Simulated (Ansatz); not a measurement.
ZnSe: the gap against volume

ZnSe, F-43m, a = 5.633 Å. Ansatz: PBEsol, PAW, 420 eV, Γ-centred 8×8×8 mesh on 2 atoms, Gaussian smearing 0.02 eV; no spin polarisation. Symmetry fixes shape and atoms, so the cell is only scaled; x = ln(V/V0) with V0 = 22.345 Å³/atom. The gap is read at the mesh points alone.

| x | gap y (eV) |
| --- | --- |
| -0.0619 | ? |
| -0.0305 | 1.362 |
| 0.0000 | 1.239 |
| 0.0296 | 1.123 |
| 0.0583 | 1.014 |

Task: Fit a straight line to the other rows, give the volume deformation potential of the gap and its pressure coefficient, and predict the missing gap. B0 = 65.2 GPa.

Result: Means x = 0.01435, y = 1.1845; Σ(Δx)² = 0.004382, ΣΔxΔy = -0.01717; the slope is their ratio. y = 1.241 − 3.920 x. The slope is the deformation potential a = dE_g/d ln V = -3.92 eV, and dE_g/dP = −a/B0 = 60.1 meV/GPa. At x = -0.0619 the fit asked for gives 1.484 eV. The run gave 1.491 eV, so the fit is 0.007 eV too low, 1.5 % of the span of the series, against an rms of 0.002 eV on the fitted rows. The row lies outside the fitted range. With a term in x² added, a fit to the same known rows predicts 1.493 eV, so most of the miss is curvature that the known rows already hold.

Spin-orbit coupling is left out; it would lift a valence top of Se p states by 0.1 to 0.15 eV. Semilocal functionals give gaps under the measured ones; changes of the gap mostly carry over better.